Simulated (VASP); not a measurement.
Wanted: the native input for a VASP 6.6.1 run.

| Property | Result |
| --- | --- |
| Task | single point |
| Functional | PBEsol |
| Potentials or basis | VASP PAW PBE potentials, release 64 (Li_sv, O) |
| Cutoff | 520 eV |
| k mesh | 8 × 8 × 8 |
| Occupations | gaussian, width 0.01 eV |
| Spin | no spin polarisation |
| Dipole correction | no |
| Further INCAR settings | ALGO = Normal; EDIFF = 1e-06; NBANDS = 13 |

The structure of Li2O lies in POSCAR:

```
Li2O
1.0
    0.0000000000      2.2899256073      2.2899256073
    2.2899256073      0.0000000000      2.2899256073
    2.2899256073      2.2899256073      0.0000000000
Li O
2 1
Direct
    0.2500000000      0.2500000000      0.2500000000
    0.7500000000      0.7500000000      0.7500000000
    0.0000000000      0.0000000000      0.0000000000
```

The cell isn't the ideal one: cell and atoms relaxed tightly for response.

These files were run (other wordings do the same):

INCAR

```
PREC = Accurate
ENCUT = 520
EDIFF = 1E-6
ISMEAR = 0
SIGMA = 0.01
LREAL = F
LASPH = T
NELM = 100
ALGO = Normal
ISIF = 2
LWAVE = F
LCHARG = T
GGA = PS
LELF = T
LVHAR = T
NBANDS = 13
```

KPOINTS

```
regular mesh
0
Gamma
  8 8 8
```

Potentials or basis: VASP PAW PBE potentials, release 64 (Li_sv, O).

Run with:

```bash
$ cat potpaw_PBE.64/Li_sv/POTCAR potpaw_PBE.64/O/POTCAR > POTCAR
$ mpirun -np 1 vasp_std > vasp.out
```

It gave:

```json
{"Band gap on the k mesh": "4.86 eV, indirect (least direct gap 5.36 eV)"}
```

Run time: 7.5 s on 1 thread of Intel(R) Xeon(R) Platinum 8488C (Sapphire Rapids), with other jobs on the host, peak memory 0.13 GiB.
